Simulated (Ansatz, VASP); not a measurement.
# Au: VASP beside Ansatz

```
CELL_PARAMETERS angstrom
0.00000 2.04192 2.04192
2.04192 0.00000 2.04192
2.04192 2.04192 0.00000
ATOMIC_POSITIONS crystal
Au 0.00000 0.00000 0.00000
```

Alike in both runs: functional PBEsol; k mesh 18 × 18 × 18; occupations gaussian, width 0.1 eV; no spin polarisation.

Ansatz relaxed the structure, and its values are those at the end. VASP's run is a single point on that final structure, the one shown.

|  | VASP | Ansatz |
| --- | --- | --- |
| version | VASP 6.6.1 | Ansatz 0.2.0 |
| potentials or method | VASP PAW PBE potentials, release 64 (Au) | scalar-relativistic, plane waves, PAW |
| plane-wave cutoff (eV) | 520 | 420 |
| valence electrons in the cell | 11 | 19 |

|  | VASP | Ansatz | Ansatz less VASP |
| --- | --- | --- | --- |
| gap on the k mesh at the Fermi level (eV) | none | none | - |
| pressure (GPa) | -0.3 | 0.0 | +0.29 |

A gap of «none» marks a metal or a gap that the smearing closes. The two sets of potentials don't hold the same shells in valence.

Caveats: the PAW data sets were made with another functional, which shifts forces and pressure a little (VASP). Spin-orbit coupling is left out, which matters for the levels of Au.
